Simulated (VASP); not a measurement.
# GaN (P6_3mc) in VASP: further runs, part 2 of 2

VASP 6.6.1. Earlier steps stand in the parts before.

### 4 Relaxation of cell and atoms, RPBE

INCAR reads:

```
SYSTEM = GaN
PREC = Accurate ; ENCUT = 600
EDIFF = 1E-6 ; ISMEAR = 0
SIGMA = 0.03 ; LREAL = .FALSE.
LASPH = .TRUE. ; NELM = 80
ALGO = Normal ; ISIF = 3
LWAVE = .FALSE. ; LCHARG = .FALSE.
GGA = RP ; IBRION = 2
NSW = 90 ; EDIFFG = -0.01
```

KPOINTS reads:

```
regular mesh
0
G
  12 12 5
  0 0 0
```

POSCAR reads:

```
GaN
1.0
    3.1800000000      0.0000000000      0.0000000000
   -1.5900000000      2.7539607840      0.0000000000
    0.0000000000      0.0000000000      5.1660000000
Ga N
2 2
Direct
    0.3333333333      0.6666666667      0.0000000000
    0.6666666667      0.3333333333      0.5000000000
    0.3333333333      0.6666666667      0.3750000000
    0.6666666667      0.3333333333      0.8750000000
```

Potentials or basis: VASP PAW PBE potentials, release 64 (Ga_d, N).

On the command line:

```sh
cat potpaw_PBE.64/Ga_d/POTCAR potpaw_PBE.64/N/POTCAR > POTCAR
mpirun -np 1 vasp_std > vasp.out
```

OUTCAR:

```text
SYSTEM = GaN
   PREC = Accurate
   ENCUT = 600
   EDIFF = 1E-6
   ISMEAR = 0
   LREAL = .FALSE.
   LASPH = .TRUE.
   NELM = 80
   ISIF = 3
   GGA = RP
   IBRION = 2
   NSW = 90
   EDIFFG = -0.01

 ion  position               nearest neighbor table
   1  0.333  0.667  0.000-   3 1.94   4 1.95   4 1.95   4 1.95
   2  0.667  0.333  0.500-   4 1.94   3 1.95   3 1.95   3 1.95
   3  0.333  0.667  0.375-   1 1.94   2 1.95   2 1.95   2 1.95
   4  0.667  0.333  0.875-   2 1.94   1 1.95   1 1.95   1 1.95

  LATTYP: Found a hexagonal cell.
 ALAT       =     3.1800000000
 C/A-ratio  =     1.6245283019

  Lattice vectors:

 A1 = (   3.1800000000,   0.0000000000,   0.0000000000)
 A2 = (  -1.5900000000,   2.7539607840,   0.0000000000)
 A3 = (   0.0000000000,   0.0000000000,   5.1660000000)
[... 417 lines left out ...]
  ext. energy  EPLUGINS =         0.00000000
  ---------------------------------------------------
  free energy    TOTEN  =       -22.69162788 eV

  energy without entropy =      -22.69162788  energy(sigma->0) =      -22.69162788

 E-fermi :   5.1002     XC(G=0): -11.1933

 val. band max:        4.9055388264   @ k =   0.0000   0.0000   0.0000
 cond. band min:       6.5266981629   @ k =   0.0000   0.0000   0.0000
 fundamental gap:      1.6211593365
 Fermi energy:         5.1002156617

 k-point     1 :       0.0000    0.0000    0.0000
  band No.  band energies     occupation
      1     -10.6812      2.00000
      2      -9.9392      2.00000
      3      -8.5121      2.00000
      4      -8.4990      2.00000
      5      -8.4990      2.00000
      6      -8.4472      2.00000
[... 589 lines left out ...]
     21      11.8276      0.00000
     22      12.8615      0.00000

 [... further k-points ...]

------------------------ aborting loop because EDIFF is reached ----------------------------------------

  FORCE on cell =-STRESS in cart. coord.  units (eV):
  Direction    XX          YY          ZZ          XY          YZ          ZX
  --------------------------------------------------------------------------------------
  -------------------------------------------------------------------------------------
  Total       -0.0132199     -0.0132199     -0.0284876      0.0000000      0.0000000      0.0000000
  in kB       -0.4400394     -0.4400394     -0.9482413      0.0000000      0.0000000      0.0000000
  external PRESSURE =      -0.6094400 kB  Pullay stress =       0.0000000 kB
[... 19 lines left out ...]
  FREE ENERGIE OF THE ION-ELECTRON SYSTEM (eV)
  ---------------------------------------------------
  free  energy   TOTEN  =       -22.6916278767 eV

  energy  without entropy=      -22.6916278767  energy(sigma->0) =      -22.69162788

 reached required accuracy - stopping structural energy minimisation
```

CONTCAR:

```text
GaN
   1.00000000000000
     3.2433667895899454    0.0000000000000000    0.0000000000000000
    -1.6216833947949727    2.8088380335390881   -0.0000000000000000
     0.0000000000000000    0.0000000000000000    5.2835395022949250
  Ga              N
     2     2
Direct
     0.3333333332999970    0.6666666667000030    0.9990543306715860
     0.6666666667000030    0.3333333332999970    0.4990543306715859
     0.3333333332999970    0.6666666667000030    0.3759456693284141
     0.6666666667000030    0.3333333332999970    0.8759456693284140

  0.00000000E+00  0.00000000E+00  0.00000000E+00
  0.00000000E+00  0.00000000E+00  0.00000000E+00
  0.00000000E+00  0.00000000E+00  0.00000000E+00
  0.00000000E+00  0.00000000E+00  0.00000000E+00
```

It took 5.7 min on 1 thread of Intel Xeon Platinum 8488C (Sapphire Rapids), shared host; peak memory 0.22 GiB.

What came out:

```yaml
Free_energy: -22.6916 eV
Relaxed_volume: 12.03 Å³/atom
Relaxed_cell: a = 3.243 Å, b = 3.243 Å, c = 5.284 Å, α = 90.00°, β = 90.00°, γ = 120.00°
Space_group_after_relaxing_to_0.05_Å: P6_3mc (No. 186)
Energy_gained_by_relaxing: 24.0 meV/atom
Ionic_steps: 7
Pressure_after_relaxing: -0.1 GPa
Band_gap_on_the_k_mesh: 1.62 eV, direct
```

Forces on the atoms (eV/Å):
```
Ga   0.000  0.000  0.003
Ga   0.000  0.000  0.003
N    0.000  0.000 -0.003
N    0.000  0.000 -0.003
```

Step by step:
```tsv
step	energy change (eV)	largest force (eV/Å)	pressure (GPa)	volume (Å³)
1	0.0000	0.1386	11.15	45.24
2	-0.0374	0.0460	-7.14	50.59
3	-0.0960	0.0118	-0.03	48.13
4	-0.0960	0.0138	0.12	48.07
5	-0.0960	0.0085	0.13	48.07
6	-0.0960	0.0050	0.12	48.07
7	-0.0960	0.0026	-0.06	48.13
```

Final structure:
```cif
data_structure
_symmetry_space_group_name_H-M 'P 1'
_symmetry_Int_Tables_number 1
_cell_length_a 3.2434
_cell_length_b 3.2434
_cell_length_c 5.2835
_cell_angle_alpha 90.000
_cell_angle_beta 90.000
_cell_angle_gamma 120.000
_cell_volume 48.13
loop_
_atom_site_label
_atom_site_type_symbol
_atom_site_fract_x
_atom_site_fract_y
_atom_site_fract_z
_atom_site_occupancy
Ga1 Ga 0.33333 0.66667 0.99905 1
Ga2 Ga 0.66667 0.33333 0.49905 1
N1 N 0.33333 0.66667 0.37595 1
N2 N 0.66667 0.33333 0.87595 1
```

Caveat: the PAW data sets were made with another functional, which shifts forces and pressure a little.

### 5 Relaxation of cell and atoms, RPBE

This run uses another cell than the first one, of 12.03 Å³/atom, 1.064 times its volume.

INCAR reads:

```
SYSTEM = GaN
PREC = Accurate ; ENCUT = 600
EDIFF = 1E-7 ; ISMEAR = 0
SIGMA = 0.03 ; LREAL = .FALSE.
LASPH = .TRUE. ; NELM = 80
ALGO = Normal ; ISIF = 3
LWAVE = .FALSE. ; LCHARG = .FALSE.
GGA = RP ; IBRION = 2
NSW = 90 ; EDIFFG = -0.005
```

KPOINTS is that of step 4.

POSCAR reads:

```
GaN                                     
1.0
    3.2433667896      0.0000000000      0.0000000000
   -1.6216833948      2.8088380335     -0.0000000000
    0.0000000000      0.0000000000      5.2835395023
  Ga              N             
     2     2
Direct
     0.3333333332999970    0.6666666667000030    0.9990543306715860
     0.6666666667000030    0.3333333332999970    0.4990543306715859
     0.3333333332999970    0.6666666667000030    0.3759456693284141
     0.6666666667000030    0.3333333332999970    0.8759456693284140
```

On the command line:

```sh
cat potpaw_PBE.64/Ga_d/POTCAR potpaw_PBE.64/N/POTCAR > POTCAR
mpirun -np 1 vasp_std > vasp.out
```

Run time: 3.5 min. Hardware: 1 thread of Intel Xeon Platinum 8488C (Sapphire Rapids), shared host; peak memory 0.21 GiB.

The run converged. Its results:

```
Free energy                            : -22.6946 eV
Relaxed volume                         : 12.02 Å³/atom
Relaxed cell                           : a = 3.243 Å, b = 3.243 Å, c = 5.282 Å, α = 90.00°, β = 90.00°, γ = 120.00°
Space group after relaxing (to 0.05 Å) : P6_3mc (No. 186)
Energy gained by relaxing              : 0.0 meV/atom
Ionic steps                            : 3
Pressure after relaxing                : 0.0 GPa
Band gap on the k mesh                 : 1.63 eV, direct
```

Final structure:
```yaml
crystal:
  lattice:
    - [3.24259, 0.00000, 0.00000]
    - [-1.62130, 2.80817, 0.00000]
    - [0.00000, 0.00000, 5.28166]
  atoms:
    - { symbol: Ga, position: [0.33333, 0.66667, 0.99907] }
    - { symbol: Ga, position: [0.66667, 0.33333, 0.49907] }
    - { symbol: N, position: [0.33333, 0.66667, 0.37593] }
    - { symbol: N, position: [0.66667, 0.33333, 0.87593] }
```

Levels at points of the mesh, in eV from the valence-band top:
```tsv
k point	band 15	band 16	band 17	band 18	band 19	band 20	band 21	band 22
(0.00, 0.00, 0.00)	-0.97	-0.03	0.00	0.00	1.63	4.00	9.01	9.67
(0.50, 0.00, 0.00)	-3.95	-2.55	-2.03	-0.93	5.01	5.30	6.02	8.26
```

Caveat: the PAW data sets were made with another functional, which shifts forces and pressure a little.

### 6 Summary

```csv
level,k mesh,cutoff (eV),grid for exact exchange (PRECFOCK),screening parameter,gap on the mesh (eV),pressure (GPa),relaxed volume (Å³/atom)
PBEsol,12 × 12 × 5,600,-,-,1.91,0.0,11.35
HSE06,6 × 6 × 3,520,Fast,0.2 1/A,3.25,0.0,11.36
RPBE,12 × 12 × 5,600,-,-,1.63,0.0,12.02
```

Alike in all rows: task relaxation of cell and atoms; potentials or basis VASP PAW PBE potentials, release 64 (Ga_d, N); no spin polarisation; cell relaxed; smearing gaussian 0.03 eV.

Caveats: the PAW data sets were made with another functional, which shifts forces and pressure a little.

Absolute energies hang on the potentials; compare differences alone.
